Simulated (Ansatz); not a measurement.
# Gallium, hcp under PBEsol: structure, energy and stiffness, part 1 of 2

Aim: take gallium in the hcp structure, relax it, solve it on a dense k-mesh, then scale the cell to 7 volumes from 88 to 112 % of the relaxed one and try a fit of the equation of state. Spin polarisation is left out. The k-meshes are 12×12×7 for the relaxation; 20×20×11 for the dense run; 14×14×8 for the volumes.

Method: DFT PBEsol, plane waves (420 eV) with PAW, scalar-relativistic; PAW files made under PBE, frozen cores solved again for the functional, in Ansatz 0.2.0.

## Step 1: Starting point

Symmetry: P6_3/mmc, No. 194, hexagonal system. Conventional cell: a = 3.026 Å, b = 3.026 Å, c = 4.942 Å, α = 90.00°, β = 90.00°, γ = 120.00°. Ga (site symmetry -6m2) has 12 Ga at 3.03 Å as nearest neighbours.

As a file:

```
CELL_PARAMETERS angstrom
3.02612 0.00000 0.00000
-1.51306 2.62070 0.00000
0.00000 0.00000 4.94165
ATOMIC_POSITIONS crystal
Ga 0.33333 0.66667 0.25000
Ga 0.66667 0.33333 0.75000
```

## Step 2: Relaxing cell and atoms

Contents of input.yaml:

```yaml
crystal:
  lattice:
    - [3.0261186087, 0.0, 0.0]
    - [-1.5130593044, 2.62069559, 0.0]
    - [0.0, 0.0, 4.941651688]
  atoms:
    - { symbol: Ga, position: [0.3333333333, 0.6666666667, 0.25] }
    - { symbol: Ga, position: [0.6666666667, 0.3333333333, 0.75] }
hamiltonian:
  xc: pbesol
  pseudopotentials:
    kind: paw
    azcp:
      Ga: "pseudopotentials/Ga.paw.azcp"
basis:
  ecutwfc: 420
  fft_grid_basis: typed
kpoints:
  mp_grid: { grid: [12, 12, 7], shift: [0, 0, 0] }
magnetization:
  spin_polarized: false
scf:
  occupations: { method: fermi_dirac, width: 0.1 }
relax:
  max_steps: 60
  f_tol: 0.01
  cell: {}
```

Output (excerpt; [...] marks lines left out):

```text
Warning: <dir> the record states the generating functional pbe (its physics header spells it `PBE`), which answers neither for hamiltonian.xc's functional nor for the pbesol family's — results may be inconsistent (PPs are generated against a specific XC)
Warning: RAYON_NUM_THREADS=2 ignored (pool sized by the plan → 2); use --threads N
[...]
Pseudopotentials: kind: paw
Pseudopotential: Ga, paw, valence charge 13, recommended cutoff 420 eV (normal), <dir>
Functional definition: PBEsol
[...]
Crystal: 2 atoms, lattice volume = 39.190 Å³
Basis set: ecut = 420 eV, 761 PW (Γ), exchange–correlation on 48×48×72 points (8 copies of the dense FFT grid, shifted against one another)
Bands: 17, of which v1, the nominal top of the filled ones, is band 13 counted from 1 (12 counted from 0)
Symmetry: 24 space group operations
Space group: P63/mmc (ITA 194), of the structure as read, at distance tolerance 3.4e-5 Å
k-points: 76 of 1008
[...]
SCF iter   1: F=—  HF=-7486.305923 eV  |F-HF|=—  |Δ(HF+E_count)|=         —  Δρ=1.61e-3  dr2=1.06e-3  ethr=1.77e-3  ⟨swp⟩=5.1  Hψ=5944  notcnv=0
[...]
relax step   1: F+E_penalty+E_count = -7486.30480483 eV  Δ(F+E_penalty+E_count) = +0.000e0 eV  max|allowed force component| = 6.014e-17 eV/Å  Δτ_max = 0.0000 Å  P = -4.428 GPa  Ω = 39.190 Å³  (6 SCF iters, dr2 threshold 1.00e-7 eV, accepted)
[...]
relax step   6: F+E_penalty+E_count = -7486.36228651 eV  Δ(F+E_penalty+E_count) = -8.782e-6 eV  max|allowed force component| = 6.129e-17 eV/Å  Δτ_max = 0.0000 Å  P = +0.001 GPa  Ω = 35.698 Å³  energy of the carried Pulay correction = +8.194e-4 eV  (3 SCF iters, dr2 threshold 9.41e-9 eV, accepted)
[...]
relax step   7: F+E_penalty+E_count = -7486.36133410 eV  Δ(F+E_penalty+E_count) = +9.524e-4 eV  max|allowed force component| = 6.129e-17 eV/Å  Δτ_max = 0.0000 Å  P = +0.010 GPa  Ω = 35.698 Å³  stress off target by 1.08e-2 GPa  SCF on the basis re-selected at this cell (its energy is not [...]
SCF converged after 6 iterations
Free energy (F): -7486.361334 eV
[...]
E sigma→0 (E₀):  -7486.349761 eV
Entropy (-TS):   -0.023145 eV (-11.573 meV/atom)
Fermi energy:    10.348926 eV
[...]
--- Forces (eV/Å), atoms counted from 1 ---
  atom   1  Ga     0.00000000     0.00000000     0.00000000
  atom   2  Ga    -0.00000000    -0.00000000    -0.00000000
[...]
--- Stress (GPa, compression-positive) ---
        0.010836       0.000000      -0.000000
        0.000000       0.010836       0.000000
       -0.000000       0.000000       0.007489
  P = ⅓ Tr σ = 0.0097 GPa (0.097 kbar)
--- Relaxed structure (6 steps of the walk, 6 accepted, 1 SCFs on fresh bases) ---
  F+E_penalty+E_count = -7486.36133410 eV   max|allowed force component| = 6.129e-17 eV/Å   (the final SCF, on the basis selected at the relaxed cell)
  cell:  # Å, volume = 35.6977 Å³
    - [2.9647887927010967, 2.8282580372476365e-11, -3.992546393942105e-18]
    - [-1.4823943963750417, 2.5675824113204047, 1.9962731970040408e-18]
    - [-6.5198282612968705e-18, 8.248126683803307e-33, 4.689450923989811]
  atoms:
    - { symbol: Ga, position: [0.3333333333333333, 0.6666666666666665, 0.24999999999999997] }
    - { symbol: Ga, position: [0.6666666666666667, 0.33333333333333326, 0.75] }
```

It took 7.7 s on 2 threads of an Arm CPU, shared host; peak memory 0.34 GiB.

Relaxation path:

```
step  energy change (meV/atom)  largest force (eV/Å)  pressure (GPa)  volume (Å³/atom)
   1                      0.00                0.0000           -4.43            19.595
   2                    -27.89                0.0000            0.16            17.793
   3                    -28.48                0.0000            0.05            17.827
   4                    -28.61                0.0000            0.08            17.834
   5                    -28.74                0.0000            0.00            17.849
   6                    -28.74                0.0000            0.00            17.849
   7                    -28.26                0.0000            0.01            17.849
```

Steps that repeat a cell are solved on a basis chosen anew, so their changes of energy are no gain of the relaxation.

The cell of the run, before and after:

|  | before | after | change |
| --- | --- | --- | --- |
| a (Å) | 3.026 | 2.965 | -2.0 % |
| b (Å) | 3.026 | 2.965 | -2.0 % |
| c (Å) | 4.942 | 4.689 | -5.1 % |
| volume (Å³/atom) | 19.595 | 17.849 | -8.9 % |
| shortest distance (Å) | 3.026 | 2.903 | -4.1 % |
| space group (spins left aside) | P6_3/mmc | P6_3/mmc | same |

## Step 3: The energy on a finer k-mesh

Contents of input.yaml:

```yaml
crystal:
  lattice:
    - [2.9647887927, 0.0, 0.0]
    - [-1.4823943964, 2.5675824113, 0.0]
    - [0.0, 0.0, 4.689450924]
  atoms:
    - { symbol: Ga, position: [0.3333333333, 0.6666666667, 0.25] }
    - { symbol: Ga, position: [0.6666666667, 0.3333333333, 0.75] }
hamiltonian:
  xc: pbesol
  pseudopotentials:
    kind: paw
    azcp:
      Ga: "pseudopotentials/Ga.paw.azcp"
basis:
  ecutwfc: 420
  fft_grid_basis: typed
kpoints:
  mp_grid: { grid: [20, 20, 11], shift: [0, 0, 0] }
magnetization:
  spin_polarized: false
scf:
  occupations: { method: fermi_dirac, width: 0.1 }
```

Output (excerpt; [...] marks lines left out):

```text
Warning: <dir> the record states the generating functional pbe (its physics header spells it `PBE`), which answers neither for hamiltonian.xc's functional nor for the pbesol family's — results may be inconsistent (PPs are generated against a specific XC)
Warning: RAYON_NUM_THREADS=2 ignored (pool sized by the plan → 2); use --threads N
[...]
Pseudopotentials: kind: paw
Pseudopotential: Ga, paw, valence charge 13, recommended cutoff 420 eV (normal), <dir>
Functional definition: PBEsol
[...]
Crystal: 2 atoms, lattice volume = 35.698 Å³
Basis set: ecut = 420 eV, 687 PW (Γ)
Bands: 17, of which v1, the nominal top of the filled ones, is band 13 counted from 1 (12 counted from 0)
Symmetry: 24 space group operations
Space group: P63/mmc (ITA 194), of the structure as read, at distance tolerance 3.3e-5 Å
k-points: 264 of 4400
[...]
SCF iter   1: F=—  HF=-7486.354508 eV  |F-HF|=—  |Δ(HF+E_count)|=         —  Δρ=1.88e-3  dr2=9.72e-4  ethr=1.77e-3  ⟨swp⟩=5.0  Hψ=21158  notcnv=0
[...]
SCF iter   6: F=-7486.353293 eV  HF=-7486.353293 eV  |F-HF|=1.17e-7  |Δ(HF+E_count)|=   7.88e-8  Δρ=2.00e-5  dr2=6.64e-8  ethr=3.85e-10  ⟨swp⟩=1.0  Hψ=12760  notcnv=0
[...]
SCF converged after 6 iterations
Free energy (F): -7486.353293 eV
[...]
E sigma→0 (E₀):  -7486.340768 eV
Entropy (-TS):   -0.025050 eV (-12.525 meV/atom)
Fermi energy:    10.364181 eV
[...]
```

Run time: 2.9 s. Hardware: 2 threads of an Arm CPU, shared host; peak memory 0.38 GiB.

## Step 4: Volume × 0.88

Contents of input.yaml:

```yaml
crystal:
  lattice:
    - [2.8411095787, 0.0, 0.0]
    - [-1.4205547894, 2.46047307, 0.0]
    - [0.0, 0.0, 4.4938256552]
  atoms:
    - { symbol: Ga, position: [0.3333333333, 0.6666666667, 0.25] }
    - { symbol: Ga, position: [0.6666666667, 0.3333333333, 0.75] }
hamiltonian:
  xc: pbesol
  pseudopotentials:
    kind: paw
    azcp:
      Ga: "pseudopotentials/Ga.paw.azcp"
basis:
  ecutwfc: 420
  fft_grid_basis: typed
kpoints:
  mp_grid: { grid: [14, 14, 8], shift: [0, 0, 0] }
magnetization:
  spin_polarized: false
scf:
  occupations: { method: fermi_dirac, width: 0.1 }
  lower_state_search: "off"
output:
  stress: true
```

Output (excerpt; [...] marks lines left out):

```text
Warning: <dir> the record states the generating functional pbe (its physics header spells it `PBE`), which answers neither for hamiltonian.xc's functional nor for the pbesol family's — results may be inconsistent (PPs are generated against a specific XC)
Warning: RAYON_NUM_THREADS=2 ignored (pool sized by the plan → 2); use --threads N
[...]
Pseudopotentials: kind: paw
Pseudopotential: Ga, paw, valence charge 13, recommended cutoff 420 eV (normal), <dir>
Functional definition: PBEsol
[...]
Crystal: 2 atoms, lattice volume = 31.414 Å³
Basis set: ecut = 420 eV, 615 PW (Γ)
Bands: 17, of which v1, the nominal top of the filled ones, is band 13 counted from 1 (12 counted from 0)
Symmetry: 24 space group operations
Space group: P63/mmc (ITA 194), of the structure as read, at distance tolerance 3.2e-5 Å
k-points: 120 of 1568
[...]
SCF iter   1: F=—  HF=-7486.222190 eV  |F-HF|=—  |Δ(HF+E_count)|=         —  Δρ=3.35e-3  dr2=1.61e-3  ethr=1.77e-3  ⟨swp⟩=5.1  Hψ=9009  notcnv=0
[...]
SCF iter   6: F=-7486.220779 eV  HF=-7486.220779 eV  |F-HF|=3.10e-9  |Δ(HF+E_count)|=   3.95e-8  Δρ=5.14e-6  dr2=3.73e-9  ethr=3.58e-11  ⟨swp⟩=2.0  Hψ=7319  notcnv=0
[...]
SCF converged after 6 iterations
Free energy (F): -7486.220779 eV
[...]
E sigma→0 (E₀):  -7486.206416 eV
Entropy (-TS):   -0.028726 eV (-14.363 meV/atom)
Fermi energy:    12.299548 eV
[...]
--- Stress (GPa, compression-positive) ---
       10.098030       0.000000       0.000000
        0.000000      10.098030       0.000000
        0.000000       0.000000      11.221608
  P = ⅓ Tr σ = 10.4726 GPa (104.726 kbar)
```

Run time: 1.5 s. Hardware: 2 threads of an Arm CPU, shared host; peak memory 0.32 GiB.

## Step 5: Volume × 0.92

Edit input.yaml of step 4 so:

```diff
@@ -2,5 +2,5 @@
   lattice:
-    - [2.8411095787, 0.0, 0.0]
-    - [-1.4205547894, 2.46047307, 0.0]
-    - [0.0, 0.0, 4.4938256552]
+    - [2.8835204519, 0.0, 0.0]
+    - [-1.441760226, 2.4972019636, 0.0]
+    - [0.0, 0.0, 4.5609075698]
   atoms:
@@ -26 +26,5 @@
   stress: true
+  write_density: true
+  write_potential: true
+  elf: true
+  volumetric_format: npy
```

Output (excerpt; [...] marks lines left out):

```text
Warning: <dir> the record states the generating functional pbe (its physics header spells it `PBE`), which answers neither for hamiltonian.xc's functional nor for the pbesol family's — results may be inconsistent (PPs are generated against a specific XC)
Warning: RAYON_NUM_THREADS=2 ignored (pool sized by the plan → 2); use --threads N
[...]
Pseudopotentials: kind: paw
Pseudopotential: Ga, paw, valence charge 13, recommended cutoff 420 eV (normal), <dir>
Functional definition: PBEsol
[...]
Crystal: 2 atoms, lattice volume = 32.842 Å³
Basis set: ecut = 420 eV, 627 PW (Γ)
Bands: 17, of which v1, the nominal top of the filled ones, is band 13 counted from 1 (12 counted from 0)
Symmetry: 24 space group operations
Space group: P63/mmc (ITA 194), of the structure as read, at distance tolerance 3.2e-5 Å
k-points: 120 of 1568
[...]
SCF iter   1: F=—  HF=-7486.295783 eV  |F-HF|=—  |Δ(HF+E_count)|=         —  Δρ=2.84e-3  dr2=1.38e-3  ethr=1.77e-3  ⟨swp⟩=5.1  Hψ=8911  notcnv=0
[...]
SCF iter   6: F=-7486.294506 eV  HF=-7486.294506 eV  |F-HF|=9.79e-10  |Δ(HF+E_count)|=   1.06e-8  Δρ=3.78e-6  dr2=2.01e-9  ethr=2.87e-11  ⟨swp⟩=4.6  Hψ=11252  notcnv=0
[...]
SCF converged after 6 iterations
Free energy (F): -7486.294506 eV
[...]
E sigma→0 (E₀):  -7486.280299 eV
Entropy (-TS):   -0.028414 eV (-14.207 meV/atom)
Fermi energy:    11.597096 eV
[...]
--- Stress (GPa, compression-positive) ---
        5.951198      -0.000000      -0.000000
        0.000000       5.951198       0.000000
       -0.000000       0.000000       6.815563
  P = ⅓ Tr σ = 6.2393 GPa (62.393 kbar)
--- Band table (eV; the first three rows and the last of 120) ---
  k-point 0: bands = ["-3.5710", "-3.4088", "-3.4083", "-3.4083", "-3.3713", "-3.3713", "-3.3387", "-3.3387", "-3.1317", "-3.1317", "-0.6157", "6.9362", "7.0494", "21.8782", "21.8782", "24.0529", "24.0529"]
[...]
```

Run time: 1.9 s. Hardware: 2 threads of an Arm CPU, shared host; peak memory 0.33 GiB.

Density in a lattice plane of the grid's cell (edges 2.88 and 4.56 Å, at 0.333 of the third edge), which holds Ga.

Ten even steps from ' ' (0.14 e/Å³) to '@' (43.04 e/Å³):
```
                                
                                
                    ......      
                  ::++**--..    
                ..==%%@@**..    
                  ::++++--..    
                    ....        
                                
                                
                                
                                
                                
                                
                                
                                
                                
                                
                                
                                
                                
```
Columns run along the first of these edges and rows up along the second, over one cell in 16 and 20 even steps from the bottom left corner. Atoms in the plane (fractional): Ga at (0.67, 0.75).

ELF in the same plane.

Values, 12 rows by 8 columns:
```
0.32 0.29 0.31 0.31 0.29 0.26 0.28 0.29
0.29 0.33 0.32 0.29 0.18 0.05 0.08 0.24
0.29 0.34 0.32 0.28 0.10 0.22 0.09 0.17
0.29 0.32 0.32 0.29 0.18 0.07 0.09 0.24
0.32 0.29 0.31 0.31 0.29 0.26 0.27 0.30
0.33 0.30 0.31 0.33 0.33 0.32 0.33 0.34
0.32 0.30 0.31 0.33 0.33 0.32 0.32 0.33
0.29 0.29 0.29 0.30 0.32 0.29 0.30 0.33
0.29 0.29 0.30 0.29 0.32 0.29 0.30 0.32
0.29 0.29 0.29 0.30 0.32 0.29 0.30 0.33
0.32 0.30 0.31 0.33 0.33 0.31 0.32 0.33
0.32 0.30 0.31 0.33 0.34 0.32 0.33 0.35
```
Columns run along the first of these edges and rows up along the second, over one cell in 8 and 12 even steps from the bottom left corner. Atoms in the plane (fractional): Ga at (0.67, 0.75).

Both are smooth fields of the valence electrons: close to the nuclei they are not physical.

(Continued in part 2 of 2.)
